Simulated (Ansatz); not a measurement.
The system is MgO2.

```
CELL_PARAMETERS angstrom
1.60476 0.92651 3.49398
-1.60476 0.92651 3.49398
0.00000 -1.85302 3.49398
ATOMIC_POSITIONS crystal
Mg 0.00000 0.00000 0.00000
O 0.57121 0.57121 0.57121
O 0.42879 0.42879 0.42879
```

The cell comes from a database or a generator and needn't be the stable form of this composition.

Program: Ansatz 0.2.0. Alike in all runs: task projected density of states; potentials or basis Ansatz PAW; no spin polarisation; cell as given; k mesh 6 × 6 × 6; smearing fermi-dirac 0.05 eV. Hardware: 2 threads of AMD EPYC (Zen 3), on a shared host.

**Question.** Order these runs on this cell by their wall time, lowest first.
A. level PBEsol; cutoff (eV) 420
B. level r2SCAN0; cutoff (eV) 500
C. level r2SCAN; cutoff (eV) 500

**Answer.** A (3 s), C (7 s), B (66 s).

Caveats: forces of over 1 eV/Å show positions far from the minimum, so gaps and moduli don't describe the material at rest (some runs).

Not every run made on this cell is shown here.
